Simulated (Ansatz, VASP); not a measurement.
## BN in VASP and in Ansatz

```xyz
2
Lattice="0.0000 1.8130 1.8130 1.8130 0.0000 1.8130 1.8130 1.8130 0.0000" Properties=species:S:1:pos:R:3 pbc="T T T"
B     0.0000    0.0000    0.0000
N     2.6618    2.7772    2.7772
```

Change from the starting cell: all N atoms moved -0.100 Å, as atom 2 towards its neighbour atom 1 (B) at 1.570 Å.

Alike in both runs: task single point; functional PBEsol; k mesh 12 × 12 × 12; occupations gaussian, width 0.05 eV; no spin polarisation.

|  | VASP | Ansatz |
| --- | --- | --- |
| version | VASP 6.6.1 | Ansatz 0.2.0 |
| potentials or method | VASP PAW PBE potentials, release 64 (B, N) | scalar-relativistic, plane waves, PAW |
| plane-wave cutoff (eV) | 520 | 420 |
| valence electrons in the cell | 8 | 8 |

```tsv
	VASP	Ansatz	Ansatz less VASP
gap on the k mesh at the Fermi level (eV)	3.32	3.33	+0.013
least direct gap on the mesh (eV)	7.26	7.26	+0.003
pressure (GPa)	-3.3	-3.9	-0.55
largest component of the traceless stress (GPa)	0.61	0.79	+0.176
rms of the force components (eV/Å)	1.059	1.052	-0.0074
```

Atom by atom the forces differ by 0.007 eV/Å (rms over components).

Caveats: the PAW data sets were made with another functional, which shifts forces and pressure a little (VASP). A k mesh can miss the band edges.
